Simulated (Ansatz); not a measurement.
The system is ZnS (Wurtzite-2H).

```xyz
4
Lattice="3.8110 0.0000 0.0000 -1.9055 3.3004 0.0000 0.0000 0.0000 6.2340" Properties=species:S:1:pos:R:3 pbc="T T T"
Zn    1.9055    1.1001    3.1170
Zn    0.0000    2.2003    0.0000
S     1.9055    1.1001    5.5171
S     0.0000    2.2003    2.4001
```

Program: Ansatz 0.2.0. Alike in all runs: task single point; level HSE06 form with a typed share of exact exchange; potentials or basis Ansatz PAW; no spin polarisation; cell as given; k mesh 4 × 4 × 3; cutoff (eV) 420; smearing fermi-dirac 0.05 eV; the mesh is coarse, so values aren't converged.

Question: Order these runs on this cell by their band gap on the k mesh, lowest first.
A. share of exact exchange 0.25
B. share of exact exchange 0.15
C. share of exact exchange 0.2
D. share of exact exchange 0.05
E. share of exact exchange 0.3

Answer: D (2.49 eV), B (2.98 eV), C (3.23 eV), A (3.49 eV), E (3.74 eV).

Caveats: all runs use coarse meshes; odd divisions of the mesh miss points on the zone boundary, where band edges often lie, so the gap on the mesh can be too wide.
